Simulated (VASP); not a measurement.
# KCl in VASP: settings compared

Aim: see how the results for KCl move with the level of theory and the settings. Levels: PBE, HSE06, PBEsol. Tasks: single point.

Everything below comes from runs of VASP 6.6.1. Logs are shortened: lines on timing, memory, paths and dates and some standing lists are left out, and cuts for length are marked.

**What was measured.**

From a printed reference work, monograph, for a bulk crystal of KCl: band gap 8.68 eV.

The results are compared with them further down.

### Step 1. The cell of the first run

The typed cell holds 2 atoms: a = 4.450 Å, b = 4.450 Å, c = 4.450 Å, α = 60.00°, β = 60.00°, γ = 60.00°.

### Step 2. Single point, PBE (atoms moved at random)

Contents of INCAR:

```
SYSTEM = KCl
PREC     = Accurate       ! precision mode
ENCUT    = 520            ! plane-wave cutoff, eV
EDIFF    = 1E-7           ! SCF threshold, eV
ISMEAR   = -1             ! smearing method
SIGMA    = 0.05           ! smearing width, eV
LREAL    = .FALSE.        ! projectors in reciprocal space
LASPH    = .TRUE.         ! aspherical terms in the spheres
NELM     = 100            ! most SCF steps
ALGO     = Normal         ! electronic algorithm
ISIF     = 2              ! what is computed and relaxed
LWAVE    = .FALSE.        ! write WAVECAR
LCHARG   = .FALSE.        ! write CHGCAR
GGA      = PE             ! functional
NBANDS   = 15             ! bands
```

Contents of KPOINTS:

```
Automatic mesh
0
G
  7 7 7
  0 0 0
```

Contents of POSCAR:

```
KCl
1.0
    0.0000000000      3.1464700000      3.1464700000
    3.1464700000      0.0000000000      3.1464700000
    3.1464700000      3.1464700000      0.0000000000
K Cl
1 1
Direct
   -0.0111760000      0.0118590000     -0.0019720000
    0.4830260000      0.5020970000      0.5056370000
```

Potentials or basis: VASP PAW PBE potentials, release 64 (K_sv, Cl).

Command:

```sh
$ cat potpaw_PBE.64/K_sv/POTCAR potpaw_PBE.64/Cl/POTCAR > POTCAR
$ mpirun -np 1 vasp_std > vasp.out
```

OUTCAR:

```text
SYSTEM = KCl
   PREC = Accurate
   ENCUT = 520
   EDIFF = 1E-7
   ISMEAR = -1
   LREAL = .FALSE.
   LASPH = .TRUE.
   NELM = 100
   ISIF = 2
   GGA = PE

 ion  position               nearest neighbor table
   1  0.989  0.012  0.998-   2 3.10   2 3.14   2 3.14   2 3.15   2 3.15   2 3.20
   2  0.483  0.502  0.506-   1 3.10   1 3.14   1 3.14   1 3.15   1 3.15   1 3.20

  LATTYP: Found a face centered cubic cell.
 ALAT       =     6.2929400000

  Lattice vectors:

 A1 = (   0.0000000000,   3.1464700000,   3.1464700000)
 A2 = (   3.1464700000,   0.0000000000,   3.1464700000)
 A3 = (   3.1464700000,   3.1464700000,   0.0000000000)

Analysis of symmetry for initial positions (statically):
=====================================================================
 Subroutine PRICEL returns:
 Original cell was already a primitive cell.

 Routine SETGRP: Setting up the symmetry group for a
 face centered cubic supercell.

 Subroutine GETGRP returns: Found  1 space group operations
 (whereof  1 operations were pure point group operations)
 out of a pool of 48 trial point group operations.

The static configuration has the point symmetry C_1 .

Analysis of symmetry for dynamics (positions and initial velocities):
=====================================================================
 Subroutine PRICEL returns:
 Original cell was already a primitive cell.

 Routine SETGRP: Setting up the symmetry group for a
 face centered cubic supercell.

 Subroutine GETGRP returns: Found  1 space group operations
 (whereof  1 operations were pure point group operations)
 out of a pool of 48 trial point group operations.

The dynamic configuration has the point symmetry C_1 .

 Subroutine INISYM returns: Found  1 space group operations
 (whereof  1 operations are pure point group operations),
 and found     1 'primitive' translations

----------------------------------------------------------------------------------------

                                     Primitive cell

  volume of cell :      62.3018

  direct lattice vectors                    reciprocal lattice vectors
     0.000000000  3.146470000  3.146470000    -0.158908237  0.158908237  0.158908237
     3.146470000  0.000000000  3.146470000     0.158908237 -0.158908237  0.158908237
     3.146470000  3.146470000  0.000000000     0.158908237  0.158908237 -0.158908237

  length of vectors
     4.449780548  4.449780548  4.449780548     0.275237140  0.275237140  0.275237140

  position of ions in fractional coordinates (direct lattice)
     0.988824000  0.011859000  0.998028000
     0.483026000  0.502097000  0.505637000

  ion indices of the primitive-cell ions
   primitive index   ion index
                 1           1
                 2           2

----------------------------------------------------------------------------------------

 KPOINTS: Automatic mesh

Automatic generation of k-mesh.
 Grid dimensions read from file:
 generate k-points for:    7    7    7

 Generating k-lattice:

  Cartesian coordinates                     Fractional coordinates (reciprocal lattice)
    -0.022701177  0.022701177  0.022701177     0.142857143  0.000000000  0.000000000
     0.022701177 -0.022701177  0.022701177     0.000000000  0.142857143  0.000000000
     0.022701177  0.022701177 -0.022701177     0.000000000  0.000000000  0.142857143

  Length of vectors
     0.039319591  0.039319591  0.039319591

  Shift w.r.t. Gamma in fractional coordinates (k-lattice)
     0.000000000  0.000000000  0.000000000

 Subroutine IBZKPT returns following result:
 ===========================================

 Found    172 irreducible k-points:

 Following reciprocal coordinates:
            Coordinates               Weight
  0.000000  0.000000  0.000000      1.000000
  0.142857  0.000000  0.000000      2.000000
  0.000000  0.142857  0.000000      2.000000
  0.000000  0.000000  0.142857      2.000000
  0.142857  0.142857  0.142857      2.000000
  0.285714  0.000000  0.000000      2.000000
[... 16 lines left out ...]
  0.142857 -0.142857 -0.142857      2.000000
  0.285714  0.285714  0.142857      2.000000
 [... further k-points ...]
   k-points           NKPTS =    172   k-points in BZ     NKDIM =    172   number of bands    NBANDS=     15
   number of dos      NEDOS =    301   number of ions     NIONS =      2
   total plane-waves  NPLWV =  46656
   dimension x,y,z NGX =    36 NGY =   36 NGZ =   36
   dimension x,y,z NGXF=    72 NGYF=   72 NGZF=   72
   ions per type =               1   1
   NGX,Y,Z   is equivalent  to a cutoff of  13.45, 13.45, 13.45 a.u.
   NGXF,Y,Z  is equivalent  to a cutoff of  26.90, 26.90, 26.90 a.u.
 SYSTEM =  KCl
   PREC   = accura    normal or accurate (medium, high low for compatibility)
   ISTART =      0    job   : 0-new  1-cont  2-samecut
   ICHARG =      2    charge: 1-file 2-atom 10-const
   ISPIN  =      1    spin polarized calculation?
   LNONCOLLINEAR =      F non collinear calculations
   LSORBIT =      F    spin-orbit coupling
   LASPH  =      T    aspherical Exc in radial PAW
   ENCUT  =  520.0 eV  38.22 Ry    6.18 a.u.   8.27  8.27  8.27*2*pi/ulx,y,z
   NELM   =    100;   NELMIN=  2; NELMDL= -5     # of ELM steps
   EDIFF  = 0.1E-06   stopping-criterion for ELM
   LREAL  =      F    real-space projection
   EDIFFG = 0.1E-05   stopping-criterion for IOM
   NSW    =      0    number of steps for IOM
   IBRION =     -1    ionic relax: 0-MD 1-quasi-New 2-CG
   NFREE  =      0    steps in history (QN), initial steepest desc. (CG)
   ISIF   =      2    stress and relaxation
   ISYM   =      2    0-nonsym 1-usesym 2-fastsym
   POTIM  = 0.5000    time-step for ionic-motion
   TEBEG  =    0.0;   TEEND  =   0.0 temperature during run
   PSTRESS=    0.0 pullay stress
   NELECT =      16.0000    total number of electrons
   NUPDOWN=      -1.0000    fix difference up-down
   EMIN   =  10.00;   EMAX   =-10.00  energy-range for DOS
   EFERMI =   0.00;   METHOD = LEGACY
   ISMEAR =    -1;   SIGMA  =   0.05  broadening in eV -4-tet -1-fermi 0-gaus
   EFERMI_NEDOS =   21; number of points for ismear=-14 and -15
   IALGO  =     38    algorithm
   IMIX   =      4    mixing-type and parameters
     AMIX     =   0.40;   BMIX     =  1.00
     AMIX_MAG =   1.60;   BMIX_MAG =  1.00
  volume/ion in A,a.u.               =      31.15       210.22
  Fermi-wavevector in a.u.,A,eV,Ry     =   1.040594  1.966437 14.732871  1.082835
  Thomas-Fermi vector in A             =   2.175177
   LORBIT       =      0    0 simple, 1 ext, 2 COOP (PROOUT), +10 PAW based schemes
   GGA     = PE    functional components
[... 5 lines left out ...]
 non-spin polarized calculation
  energy-cutoff  :      520.00
  volume of cell :       62.30
 maximum number of plane-waves:      1693
 NGX is ok and might be reduce to    36
   NGX = 17   NGY = 17   NGZ = 17

 number of electron      16.0000000 magnetization

 Free energy of the ion-electron system (eV)
  ---------------------------------------------------
  ext. energy  EPLUGINS =         0.00000000
  ---------------------------------------------------
  free energy    TOTEN  =        -6.80222461 eV

  energy without entropy =       -6.80222461  energy(sigma->0) =       -6.80222461

 E-fermi :  -0.7857     XC(G=0):  -7.5387

 val. band max:       -1.8429766673   @ k =   0.0000   0.0000   0.0000
 cond. band min:       3.3446653931   @ k =   0.0000   0.0000   0.0000
 fundamental gap:      5.1876420603
 Fermi energy:        -0.7856795236

 k-point     1 :       0.0000    0.0000    0.0000
  band No.  band energies     occupation
      1     -29.0392      2.00000
      2     -13.9607      2.00000
      3     -12.5001      2.00000
      4     -12.5001      2.00000
      5     -12.4997      2.00000
      6      -1.8431      2.00000
      7      -1.8431      2.00000
      8      -1.8430      2.00000
      9       3.3447      0.00000
     10       6.5398      0.00000
     11       6.5412      0.00000
     12       6.5419      0.00000
     13       7.4164      0.00000
     14       7.4209      0.00000
     15      11.1339      0.00000

 k-point     2 :       0.1429    0.0000    0.0000
  band No.  band energies     occupation
      1     -29.0372      2.00000
      2     -14.0000      2.00000
      3     -12.5024      2.00000
      4     -12.5018      2.00000
      5     -12.4500      2.00000
      6      -2.0840      2.00000
      7      -1.9076      2.00000
      8      -1.9071      2.00000
      9       3.8244      0.00000
     10       6.3961      0.00000
     11       6.7936      0.00000
     12       6.7946      0.00000
     13       7.6940      0.00000
     14       7.6997      0.00000
     15      11.8560      0.00000

 k-point     3 :       0.0000    0.1429    0.0000
  band No.  band energies     occupation
      1     -29.0372      2.00000
      2     -13.9999      2.00000
      3     -12.5023      2.00000
      4     -12.5018      2.00000
      5     -12.4501      2.00000
      6      -2.0838      2.00000
      7      -1.9076      2.00000
      8      -1.9074      2.00000
      9       3.8244      0.00000
     10       6.3985      0.00000
     11       6.7936      0.00000
     12       6.7942      0.00000
     13       7.6935      0.00000
     14       7.6982      0.00000
     15      11.8553      0.00000
[... 343 lines left out ...]
 k-point    23 :       0.1429   -0.1429   -0.1429
  band No.  band energies     occupation
      1     -29.0329      2.00000
      2     -14.0399      2.00000
      3     -12.5191      2.00000
      4     -12.5153      2.00000
      5     -12.3881      2.00000
      6      -2.4604      2.00000
      7      -2.0209      2.00000
      8      -1.9869      2.00000
      9       4.7480      0.00000
     10       5.8199      0.00000
     11       7.6266      0.00000
     12       7.7438      0.00000
     13       7.9933      0.00000
     14       8.5790      0.00000
     15      11.4286      0.00000

 k-point    24 :       0.2857    0.2857    0.1429
  band No.  band energies     occupation
      1     -29.0329      2.00000
      2     -14.0403      2.00000
      3     -12.5187      2.00000
      4     -12.5153      2.00000
      5     -12.3881      2.00000
      6      -2.4603      2.00000
      7      -2.0207      2.00000
      8      -1.9873      2.00000
      9       4.7467      0.00000
     10       5.8200      0.00000
     11       7.6327      0.00000
     12       7.7510      0.00000
     13       7.9873      0.00000
     14       8.5741      0.00000
     15      11.4349      0.00000

 [... further k-points ...]

------------------------ aborting loop because EDIFF is reached ----------------------------------------

  FORCE on cell =-STRESS in cart. coord.  units (eV):
  Direction    XX          YY          ZZ          XY          YZ          ZX
  --------------------------------------------------------------------------------------
  -------------------------------------------------------------------------------------
  Total        0.3014118      0.3012163      0.3256683      0.0001170      0.0006824     -0.0008273
  in kB        7.7512194      7.7461934      8.3750094      0.0030099      0.0175485     -0.0212751
  external PRESSURE =       7.9574740 kB  Pullay stress =       0.0000000 kB

 VOLUME and BASIS-vectors are now :
 -----------------------------------------------------------------------------
  energy-cutoff  :      520.00
  volume of cell :       62.30
      direct lattice vectors                 reciprocal lattice vectors
     0.000000000  3.146470000  3.146470000    -0.158908237  0.158908237  0.158908237
     3.146470000  0.000000000  3.146470000     0.158908237 -0.158908237  0.158908237
     3.146470000  3.146470000  0.000000000     0.158908237  0.158908237 -0.158908237

 POSITION                                       TOTAL-FORCE (eV/Angst)
 -----------------------------------------------------------------------------------
      3.17758      6.25157      3.14862        -0.009076      0.007645     -0.066487
      3.17080      3.11080      3.09966         0.009076     -0.007645      0.066487
 -----------------------------------------------------------------------------------
    total drift:                               -0.000117      0.000001      0.000026

  FREE ENERGIE OF THE ION-ELECTRON SYSTEM (eV)
  ---------------------------------------------------
  free  energy   TOTEN  =        -6.8022246124 eV

  energy  without entropy=       -6.8022246123  energy(sigma->0) =       -6.80222461
```

Wall time 76 s (1 thread of Intel Xeon 6975P-C (Granite Rapids), shared host); peak memory 0.3 GiB.

Results:

* Free energy: -6.8022 eV
* Pressure: 0.8 GPa
* Largest force: 0.068 eV/Å
* Band gap on the k mesh: 5.19 eV

Forces in eV/Å, atoms in the order of the input:
```
K   -0.009  0.008 -0.066
Cl   0.009 -0.008  0.066
```

Caveat: the cell differs from its parent crystal (atoms moved at random); an odd mesh through Γ misses points on the zone boundary, where band edges can lie.

### Step 3. Single point, HSE06

Contents of POSCAR:

```
KCl
1.0
    0.0000000000      3.1464700000      3.1464700000
    3.1464700000      0.0000000000      3.1464700000
    3.1464700000      3.1464700000      0.0000000000
K Cl
1 1
Direct
    0.0000000000      0.0000000000      0.0000000000
    0.5000000000      0.5000000000      0.5000000000
```

Contents of INCAR.step1:

```
PREC = Accurate
ENCUT = 520
EDIFF = 1E-5
ISMEAR = -1
SIGMA = 0.05
LREAL = False
LASPH = True
NELM = 80
ALGO = Normal
ISIF = 2
LWAVE = True
LCHARG = False
GGA = PE
NBANDS = 15
LUSENCCL = False
```

Contents of INCAR.step2:

```
PREC = Accurate
ENCUT = 520
EDIFF = 1E-6
ISMEAR = -1
SIGMA = 0.05
LREAL = False
LASPH = True
NELM = 80
ALGO = Normal
ISIF = 2
LWAVE = False
LCHARG = False
GGA = PE
LHFCALC = True
HFSCREEN = 0.2079
PRECFOCK = Normal
ISTART = 1
NBANDS = 15
LUSENCCL = False
```

Contents of KPOINTS:

```
Automatic mesh
0
Gamma
  6 6 6
```

Potentials or basis: VASP PAW PBE potentials, release 64 (K_sv, Cl).

Command:

```sh
$ cat potpaw_PBE.64/K_sv/POTCAR potpaw_PBE.64/Cl/POTCAR > POTCAR
$ cp INCAR.step1 INCAR
$ mpirun -np 1 vasp_std > vasp.out
$ cp INCAR.step2 INCAR
$ mpirun -np 1 vasp_std > vasp.out
```

It took 33 min on 1 × NVIDIA H100 80GB with 1 thread of AMD EPYC 7R13 (Zen 3), shared host; peak memory 1.2 GiB.

The run converged. Its results:

| Quantity | Value |
| --- | --- |
| Free energy | -7.8654 eV |
| Pressure | 0.5 GPa |
| Band gap on the k mesh | 6.50 eV |

Levels at points of the mesh, in eV from the valence-band top:
```tsv
k point	band 6	band 7	band 8	band 9	band 10	band 11
(0.00, 0.00, 0.00)	0.00	0.00	0.00	6.50	9.91	9.91
(0.50, 0.00, 0.00)	-1.10	-0.34	-0.34	8.90	10.10	12.31
(0.50, 0.50, 0.00)	-0.70	-0.24	-0.24	7.89	9.82	11.49
```

Caveat: the PAW data sets were made with another functional, which shifts forces and pressure a little.

(Continued in part 2 of 2.)
